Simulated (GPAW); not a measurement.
# Bi (Im-3m) in GPAW: notebook

One crystal, Bi, is run at these levels: optPBE-vdW, BP86+D3, LDA, PBEsol+D4; tasks: band structure, equation of state.

Everything below comes from runs of GPAW 26.7.0. Logs are shortened: lines on timing, memory, paths and dates and some standing lists are left out, and cuts for length are marked. The log counts tension as positive stress, the text compression.

## 1. The structure

It takes space group Im-3m (No. 229, cubic). Conventional cell: a = 3.963 Å, b = 3.963 Å, c = 3.963 Å, α = 90.00°, β = 90.00°, γ = 90.00°. Around Bi (site symmetry m-3m) lie 8 Bi at 3.43 Å.

This isn't the form of Bi at room conditions, which is rhombohedral.

## 2. Band structure, optPBE-vdW, spin-orbit coupling, no magnetisation

run.py reads:

```python
import numpy as np
from ase import Atoms
from ase.dft.bandgap import bandgap
from ase.io import write
from gpaw import GPAW, PW
from gpaw.spinorbit import soc_eigenstates

atoms = Atoms(['Bi'],
              cell=[[-1.9814305318, 1.9814305318, 1.9814305318],
                    [1.9814305318, -1.9814305318, 1.9814305318],
                    [1.9814305318, 1.9814305318, -1.9814305318]],
              scaled_positions=[[0.0, 0.0, 0.0]],
              pbc=True)

calc = GPAW(mode=PW(600),
            xc={'name': 'optPBE-vdW', 'backend': 'libvdwxc'},
            kpts={'size': (9, 9, 9), 'gamma': True},
            occupations={'name': 'fermi-dirac', 'width': 0.05},
            nbands=15,
            convergence={'density': 1e-05, 'energy': 1e-05},
            maxiter=150,
            txt='gpaw.txt')
atoms.calc = calc
energy = atoms.get_potential_energy()
forces = atoms.get_forces()
calc.write('gs.gpw')
write('result.traj', atoms)
print(f'Energy: {energy:.6f} eV')
print('Forces (eV/A):')
print(forces.round(4))
print('Fermi level:', round(calc.get_fermi_level(), 4), 'eV')
print(f'Gap: {bandgap(calc)[0]:.4f} eV, direct: {bandgap(calc, direct=True)[0]:.4f} eV')

path = atoms.cell.bandpath('GHNGPH,PN', npoints=60, eps=1e-4)
bs_calc = calc.fixed_density(kpts=path, symmetry='off', nbands=25,
                             convergence={'bands': 'CBM+6.0', 'eigenstates': 1e-6}, txt='bands.txt')
bs = bs_calc.band_structure()
bs.write('bs.json')
print(f'Gap on the path: {bandgap(bs_calc)[0]:.4f} eV')

soc = soc_eigenstates(bs_calc, theta=90, phi=45)
np.savetxt('soc_bands.dat', soc.eigenvalues(), fmt='%.4f')
mesh = soc_eigenstates('gs.gpw', theta=90, phi=45)
np.savetxt('soc_mesh.dat', mesh.eigenvalues(), fmt='%.4f')
print('Fermi level with spin-orbit coupling:', round(mesh.fermi_level, 4), 'eV')
```

Potentials or basis: GPAW PAW data sets (gpaw-data 1.2.1), pw.

Started as:

```console
> OMP_NUM_THREADS=1 python run.py
```

gpaw.txt:

```text
__  _  _
 | _ |_)|_||  |
 |__||  | ||/\| - 26.7.0

Input parameters:
  mode=PW(ecut=600.0),
  convergence={'density': 1e-05, 'energy': 1e-05},
  kpts=MonkhorstPack(size=(9, 9, 9), gamma=True),
  maxiter=150,
  nbands=15,
  occupations=Occupations(name='fermi-dirac', width=0.05),
  xc=XC(name='optPBE-vdW', backend='libvdwxc')

Diagonalizing LCAO Hamiltonian
Converting LCAO to pw mode

       Bi

Atoms  # Å, Bohr magnetons
|   | symbol |        x |        y |        z |    initial magnetic moments |
|---|--------|----------|----------|----------|-----------------------------|
| 0 |     Bi | 0.000000 | 0.000000 | 0.000000 | ( 0.0000,  0.0000,  0.0000) |

Unit cell  # Å
| periodic |         x |         y |         z |  lengths |     angles |
|----------|-----------|-----------|-----------|----------|------------|
|      yes | -1.981431 |  1.981431 |  1.981431 | 3.431938 | 109.471221 |
|      yes |  1.981431 | -1.981431 |  1.981431 | 3.431938 | 109.471221 |
|      yes |  1.981431 |  1.981431 | -1.981431 | 3.431938 | 109.471221 |

Number of symmetries: 48
Symmetry operations  # r_c * U_cc + t_c -> r_c
|    | kind |            matrix            |
|----|------|------------------------------|
|  0 |  σ   |  1, 1, 1,  0, 0,-1,  0,-1, 0 |
|  1 |  C4  |  1, 1, 1,  0, 0,-1, -1, 0, 0 |
|  2 |  C2  |  1, 1, 1,  0,-1, 0,  0, 0,-1 |
|  3 |  S6  |  1, 1, 1,  0,-1, 0, -1, 0, 0 |
|  4 |  S6  |  1, 1, 1, -1, 0, 0,  0, 0,-1 |
|  5 |  C4  |  1, 1, 1, -1, 0, 0,  0,-1, 0 |
|  6 |  E   |  1, 0, 0,  0, 1, 0,  0, 0, 1 |
|  7 |  σ   |  1, 0, 0,  0, 1, 0, -1,-1,-1 |
|  8 |  σ   |  1, 0, 0,  0, 0, 1,  0, 1, 0 |
|  9 |  C3  |  1, 0, 0,  0, 0, 1, -1,-1,-1 |
| 10 |  C3  |  1, 0, 0, -1,-1,-1,  0, 1, 0 |
| 11 |  σ   |  1, 0, 0, -1,-1,-1,  0, 0, 1 |
| 12 |  σ   |  0, 1, 0,  1, 0, 0,  0, 0, 1 |
| 13 |  C2  |  0, 1, 0,  1, 0, 0, -1,-1,-1 |
| 14 |  C3  |  0, 1, 0,  0, 0, 1,  1, 0, 0 |
| 15 |  S4  |  0, 1, 0,  0, 0, 1, -1,-1,-1 |
| 16 |  S4  |  0, 1, 0, -1,-1,-1,  1, 0, 0 |
| 17 |  C3  |  0, 1, 0, -1,-1,-1,  0, 0, 1 |
| 18 |  C3  |  0, 0, 1,  1, 0, 0,  0, 1, 0 |
| 19 |  S4  |  0, 0, 1,  1, 0, 0, -1,-1,-1 |
| 20 |  σ   |  0, 0, 1,  0, 1, 0,  1, 0, 0 |
| 21 |  C3  |  0, 0, 1,  0, 1, 0, -1,-1,-1 |
| 22 |  C2  |  0, 0, 1, -1,-1,-1,  1, 0, 0 |
| 23 |  S4  |  0, 0, 1, -1,-1,-1,  0, 1, 0 |
| 24 |  C4  |  0, 0,-1,  1, 1, 1,  0,-1, 0 |
| 25 |  σ   |  0, 0,-1,  1, 1, 1, -1, 0, 0 |
| 26 |  S6  |  0, 0,-1,  0,-1, 0,  1, 1, 1 |
| 27 |  C2  |  0, 0,-1,  0,-1, 0, -1, 0, 0 |
| 28 |  C4  |  0, 0,-1, -1, 0, 0,  1, 1, 1 |
| 29 |  S6  |  0, 0,-1, -1, 0, 0,  0,-1, 0 |
| 30 |  S6  |  0,-1, 0,  1, 1, 1,  0, 0,-1 |
| 31 |  C4  |  0,-1, 0,  1, 1, 1, -1, 0, 0 |
| 32 |  C4  |  0,-1, 0,  0, 0,-1,  1, 1, 1 |
| 33 |  S6  |  0,-1, 0,  0, 0,-1, -1, 0, 0 |
| 34 |  σ   |  0,-1, 0, -1, 0, 0,  1, 1, 1 |
| 35 |  C2  |  0,-1, 0, -1, 0, 0,  0, 0,-1 |
| 36 |  C2  | -1, 0, 0,  1, 1, 1,  0, 0,-1 |
| 37 |  S6  | -1, 0, 0,  1, 1, 1,  0,-1, 0 |
| 38 |  S6  | -1, 0, 0,  0, 0,-1,  1, 1, 1 |
| 39 |  C2  | -1, 0, 0,  0, 0,-1,  0,-1, 0 |
| 40 |  C2  | -1, 0, 0,  0,-1, 0,  1, 1, 1 |
| 41 |  i   | -1, 0, 0,  0,-1, 0,  0, 0,-1 |
| 42 |  S4  | -1,-1,-1,  1, 0, 0,  0, 1, 0 |
| 43 |  C3  | -1,-1,-1,  1, 0, 0,  0, 0, 1 |
| 44 |  C3  | -1,-1,-1,  0, 1, 0,  1, 0, 0 |
| 45 |  σ   | -1,-1,-1,  0, 1, 0,  0, 0, 1 |
| 46 |  S4  | -1,-1,-1,  0, 0, 1,  1, 0, 0 |
| 47 |  C2  | -1,-1,-1,  0, 0, 1,  0, 1, 0 |

BZ-sampling:
  Number of BZ points: 729
  Number of IBZ points: 35

  Monkhorst-Pack size: [9, 9, 9]
  Monkhorst-Pack shift: [0, 0, 0]

K-points  # in reciprocal-cell coordinates
|     |                                coordinates |     weight |
|-----|--------------------------------------------|------------|
|   0 | (  0.00000000,   0.00000000,   0.00000000) | 0.00137174 |
|   1 | (  0.11111111,   0.00000000,   0.00000000) | 0.01646091 |
|   2 | (  0.11111111,   0.11111111,  -0.11111111) | 0.00823045 |
|   3 | (  0.22222222,   0.00000000,  -0.11111111) | 0.03292181 |
|   4 | (  0.22222222,   0.00000000,   0.00000000) | 0.01646091 |
|   5 | (  0.22222222,   0.11111111,  -0.11111111) | 0.03292181 |
|   6 | (  0.22222222,   0.22222222,  -0.22222222) | 0.00823045 |
|   7 | (  0.33333333,  -0.11111111,  -0.11111111) | 0.01097394 |
|   8 | (  0.33333333,   0.00000000,  -0.11111111) | 0.06584362 |
|   9 | (  0.33333333,   0.00000000,   0.00000000) | 0.01646091 |
| ... |                                            |            |
|  34 | (  0.44444444,   0.44444444,   0.44444444) | 0.01097394 |

Plane wave coefficients: 1055
Cutoff: 600.0 eV

Spin-components: 1 (collinear spins)
Bands:           15
Projectors:      6
Spin-degeneracy: 2
Datatype:        complex128

Parallelization:
  kpt:    1
  domain: 1
  band:   1

Density:
  Valence electrons: 15.0
  Components: 1
  Grid points: [20 20 20]
  Charge: 0.0  # |e|

Potential:
  Grid points: [20 20 20]

species:
  Bi:
    name:    Bismuth
    Z:       83.0
    valence: 15
    core:    68
    charge:  0.0  # [|e|]
    compensation charges:
      type: gauss
      rc: 0.38  # [Å]
      lmax: 2
    cutoffs:
      filter: 2.23  # [Å]
      core: 2.33  # [Å]
    projectors
    | kind |    occ | energy [eV] | rcut [Å] |
    |------|--------|-------------|----------|
    |   6s |  2.000 |     -14.385 |    1.286 |
    |   6p |  3.000 |      -4.580 |    1.275 |
    |   5d | 10.000 |     -27.119 |    1.349 |
    |    s |        |      12.827 |    1.286 |
    |    p |        |      22.631 |    1.275 |
    |    d |        |       0.093 |    1.349 |

    Using partial waves for Bi as LCAO basis

Reference energy: -584848.382953  # eV

eigensolver:
  PPCG
  Converge bands: occupied
  niter=2

density mixing:
  MSR1-Mixer
  Pratt-step length: 0.05
  Maximum mixing coefficient: 0.75
  Old densities: 10
  SVD Regularization: 0.005
  Good broyden scale: 1.0
  Trust region scale: 1.0
  Backstep threshold: 4.0
  History deletion threshold: 6.0
  Fourier metric: weight=20.0, sigma=0.015

occupation numbers:
  Fermi-Dirac:
    width: 0.0500  # eV

poisson solver:
  ecut: 4800.0  # eV

xc functional:
  name: vdW-optPBE with libvdwxc
  Mode: serial
  Semilocal: GGA_X_OPTPBE_VDW+LDA_C_PW with 2 nearest neighbor stencil
  Corresponding non-local functional: vdW-DF
  Local blocksize: 40 x 40 x 40
  PAW datasets: PBE

convergence criteria:
- Maximum integral of absolute [dens]ity change: 1e-05 electrons / valence electron
- Maximum [total energy] change in last 3 cyles: 1e-05 eV / valence electron
- Maximum integral of absolute [eigenst]ate change: 4e-08 eV^2 / valence electron
maximum number of iterations: 150

SCF iterations
|iter     | |      energy | eigst |  dens |
|---------|-|-------------|-------|-------|
|iter:   1| |  -30.897412 | -0.51 |       |
|iter:   2| |  -30.901627 | -2.81 | -1.85 |
|iter:   3| |  -30.928144 | -2.45 | -1.88 |
|iter:   4| |  -30.929347 | -3.39 | -2.28 |
|iter:   5| |  -30.929405 | -4.33 | -2.70 |
|iter:   6| |  -30.929487c| -4.91 | -3.36 |
|iter:   7| |  -30.929491c| -6.35 | -3.99 |
|iter:   8| |  -30.929491c| -7.92c| -4.50 |
|iter:   9| |  -30.929492c| -7.83c| -5.41c|

Converged in 9 steps
Energy contributions relative to reference atoms: (reference = -584848.382953)

Energy contributions:
  Kinetic:          18.085932
  Coulomb:         -16.128511
  Zero:             -1.831357
  External:          0.000000
  Xc:              -31.053575
  Entropy:          -0.003961
  Spinorbit:         0.000000
  ----------------------------
  Free energy:     -30.931472
  Extrapolated:    -30.929492

dipole moment: (-7.670035, -7.670035, -7.670035)  # |e|*Ang

Fermi level: 7.729
Eigenvalues  # (at kpt = [0.000, 0.000, 0.000])
| band index |      eig [eV] | occ [0-2] |
|------------|---------------|-----------|
|          0 |       -15.798 |     2.000 |
|          1 |       -15.798 |     2.000 |
|          2 |       -15.798 |     2.000 |
|          3 |       -15.671 |     2.000 |
|          4 |       -15.671 |     2.000 |
|          5 |        -5.718 |     2.000 |
|          6 |        12.703 |     0.000 |
|          7 |        12.703 |     0.000 |
|          8 |        12.703 |     0.000 |
|          9 |        17.207 |     0.000 |
|         10 |        18.373 |     0.000 |
|         11 |        18.373 |     0.000 |
|         12 |        18.373 |     0.000 |
|         13 |        19.330 |     0.000 |
|         14 |        19.330 |     0.000 |

No gap
No difference between direct/indirect transitions

Forces  # eV/Ang
|       x |       y |        z |
|---------|---------|----------|
| 0.00000 | 0.00000 | -0.00000 |  # Bi   0

# Writing to gs.gpw (mode='')
```

stdout:

```text
Energy: -30.929492 eV
Forces (eV/A):
[[ 0.  0. -0.]]
Fermi level: 7.7292 eV
Gap: 0.0000 eV, direct: 0.0000 eV
Gap on the path: 0.0000 eV
Fermi level with spin-orbit coupling: 7.5973 eV
```

It took 15 s on 1 thread of AMD EPYC 7R43 (Zen 3), shared host; peak memory 0.23 GiB.

Results:

| Property | Result |
| --- | --- |
| Free energy | -30.9315 eV |
| Band gap along the path | none (metal or under the smearing width) |

Levels at the corners of the path, in eV from the Fermi level:
```
point  band 13  band 14  band 15  band 16  band 17  band 18  band 19  band 20
    Γ     1.82     1.82     6.69     6.69     6.69     6.69     9.61     9.61
    H    -3.62    -3.62    -0.93    -0.93    -0.93    -0.93     3.72     3.72
    N    -5.24    -5.24     1.03     1.03     3.98     3.98     6.21     6.21
    Γ     1.82     1.82     6.69     6.69     6.69     6.69     9.61     9.61
    P    -3.73    -3.72    -1.63    -1.63    -1.63    -1.63    13.14    13.14
    H    -3.62    -3.62    -0.93    -0.93    -0.93    -0.93     3.72     3.72
    P    -3.73    -3.72    -1.63    -1.63    -1.63    -1.63    13.14    13.14
    N    -5.24    -5.24     1.03     1.03     3.98     3.98     6.21     6.21
```

Caveat: spin-orbit coupling was added after a scalar SCF, so levels and gaps hold it while energy, forces, pressure and moments don't; this program's spin-orbit splittings come out too wide for heavy elements; the PAW data sets were made with another functional, which shifts forces and pressure a little.

## 3. Equation of state, BP86+D3

run.py reads:

```python
import spglib
from ase import Atoms
from ase.calculators.mixing import SumCalculator
from ase.eos import EquationOfState
from ase.io import Trajectory, read
from ase.units import GPa
from dftd3.ase import DFTD3
from gpaw import GPAW, PW, setup_paths

setup_paths.insert(0, '.')

atoms = read('Bi.cif')
cell, positions, numbers = spglib.find_primitive(
    (atoms.cell[:], atoms.get_scaled_positions(), atoms.numbers), symprec=1e-4)
atoms = Atoms(numbers, cell=cell, scaled_positions=positions, pbc=True)

traj = Trajectory('eos.traj', 'w')
volumes, energies = [], []
for x in [0.94, 0.96, 0.98, 1.0, 1.02, 1.04, 1.06]:
    a = atoms.copy()
    a.set_cell(atoms.cell * x**(1 / 3), scale_atoms=True)
    calc = GPAW(mode=PW(600),
                xc='GGA_X_B88+GGA_C_P86',
                kpts={'size': (9, 9, 9), 'gamma': True},
                occupations={'name': 'fermi-dirac', 'width': 0.05},
                nbands=15,
                convergence={'density': 1e-05, 'energy': 1e-05},
                maxiter=150,
                txt=f'eos-{x:.2f}.txt')
    a.calc = SumCalculator([calc, DFTD3(method='bp', damping='d3zero')])
    energies.append(a.get_potential_energy())
    volumes.append(a.get_volume())
    p = -a.get_stress()[:3].mean() / GPa
    calc.write(f'eos-{x:.2f}.gpw')
    traj.write(a)
    print(f'{x:.2f} {volumes[-1]:10.4f} A^3 {energies[-1]:14.6f} eV {p:9.3f} GPa', flush=True)

v0, e0, B = EquationOfState(volumes, energies, eos='birchmurnaghan').fit()
print(f'V0 = {v0:.4f} A^3, E0 = {e0:.6f} eV, B0 = {B / GPa:.2f} GPa')
```

Bi.cif reads:

```cif
data_Bi
_cell_length_a 3.96286106
_cell_length_b 3.96286106
_cell_length_c 3.96286106
_cell_angle_alpha 90.00000000
_cell_angle_beta 90.00000000
_cell_angle_gamma 90.00000000
_space_group_name_H-M_alt 'Im-3m'
_space_group_name_Hall '-I 4 2 3'
_space_group_IT_number 229
loop_
_space_group_symop_operation_xyz
'x,y,z'
'-x,-y,-z'
'-y,x,z'
'y,-x,-z'
'-x,-y,z'
'x,y,-z'
'y,-x,z'
'-y,x,-z'
'x,-y,-z'
'-x,y,z'
'-y,-x,-z'
'y,x,z'
'-x,y,-z'
'x,-y,z'
'y,x,-z'
'-y,-x,z'
'z,x,y'
'-z,-x,-y'
'z,-y,x'
'-z,y,-x'
'z,-x,-y'
'-z,x,y'
'z,y,-x'
'-z,-y,x'
'-z,x,-y'
'z,-x,y'
'-z,-y,-x'
'z,y,x'
'-z,-x,y'
'z,x,-y'
'-z,y,x'
'z,-y,-x'
'y,z,x'
'-y,-z,-x'
'x,z,-y'
'-x,-z,y'
'-y,z,-x'
'y,-z,x'
'-x,z,y'
'x,-z,-y'
'-y,-z,x'
'y,z,-x'
'-x,-z,-y'
'x,z,y'
'y,-z,-x'
'-y,z,x'
'x,-z,y'
'-x,z,-y'
'x+1/2,y+1/2,z+1/2'
'-x+1/2,-y+1/2,-z+1/2'
'-y+1/2,x+1/2,z+1/2'
'y+1/2,-x+1/2,-z+1/2'
'-x+1/2,-y+1/2,z+1/2'
'x+1/2,y+1/2,-z+1/2'
'y+1/2,-x+1/2,z+1/2'
'-y+1/2,x+1/2,-z+1/2'
'x+1/2,-y+1/2,-z+1/2'
'-x+1/2,y+1/2,z+1/2'
'-y+1/2,-x+1/2,-z+1/2'
'y+1/2,x+1/2,z+1/2'
'-x+1/2,y+1/2,-z+1/2'
'x+1/2,-y+1/2,z+1/2'
'y+1/2,x+1/2,-z+1/2'
'-y+1/2,-x+1/2,z+1/2'
'z+1/2,x+1/2,y+1/2'
'-z+1/2,-x+1/2,-y+1/2'
'z+1/2,-y+1/2,x+1/2'
'-z+1/2,y+1/2,-x+1/2'
'z+1/2,-x+1/2,-y+1/2'
'-z+1/2,x+1/2,y+1/2'
'z+1/2,y+1/2,-x+1/2'
'-z+1/2,-y+1/2,x+1/2'
'-z+1/2,x+1/2,-y+1/2'
'z+1/2,-x+1/2,y+1/2'
'-z+1/2,-y+1/2,-x+1/2'
'z+1/2,y+1/2,x+1/2'
'-z+1/2,-x+1/2,y+1/2'
'z+1/2,x+1/2,-y+1/2'
'-z+1/2,y+1/2,x+1/2'
'z+1/2,-y+1/2,-x+1/2'
'y+1/2,z+1/2,x+1/2'
'-y+1/2,-z+1/2,-x+1/2'
'x+1/2,z+1/2,-y+1/2'
'-x+1/2,-z+1/2,y+1/2'
'-y+1/2,z+1/2,-x+1/2'
'y+1/2,-z+1/2,x+1/2'
'-x+1/2,z+1/2,y+1/2'
'x+1/2,-z+1/2,-y+1/2'
'-y+1/2,-z+1/2,x+1/2'
'y+1/2,z+1/2,-x+1/2'
'-x+1/2,-z+1/2,-y+1/2'
'x+1/2,z+1/2,y+1/2'
'y+1/2,-z+1/2,-x+1/2'
'-y+1/2,z+1/2,x+1/2'
'x+1/2,-z+1/2,y+1/2'
'-x+1/2,z+1/2,-y+1/2'
loop_
_atom_site_label
_atom_site_type_symbol
_atom_site_symmetry_multiplicity
_atom_site_Wyckoff_symbol
_atom_site_fract_x
_atom_site_fract_y
_atom_site_fract_z
_atom_site_occupancy
Bi1 Bi 2 a 0.0000000000 0.0000000000 0.0000000000 1
```

Potentials or basis: PAW data sets generated in the run's folder for this functional, pw.

Started as:

```console
> gpaw-setup -f GGA_X_B88+GGA_C_P86 Bi
> OMP_NUM_THREADS=1 python run.py
```

Run time: 46 s. Hardware: 1 thread of AMD EPYC 7R43 (Zen 3), shared host; peak memory 0.18 GiB.

Results (log left out):

```
Equilibrium volume                      : 30.25 Å³/atom
Bulk modulus                            : 51 GPa
Pressure derivative of the bulk modulus : 4.6 (rough: it moves with the points fitted)
```

Energy against volume, from the lowest point:
```tsv
volume (Å³/atom)	energy (meV/atom)
29.250	5.24
29.872	0.48
30.495	0.00
31.117	3.45
31.739	10.37
32.362	20.39
32.984	33.10
```

Caveat: spin-orbit coupling is left out, which moves the levels of the heavy elements.

(Part 1 of 2 ends here.)
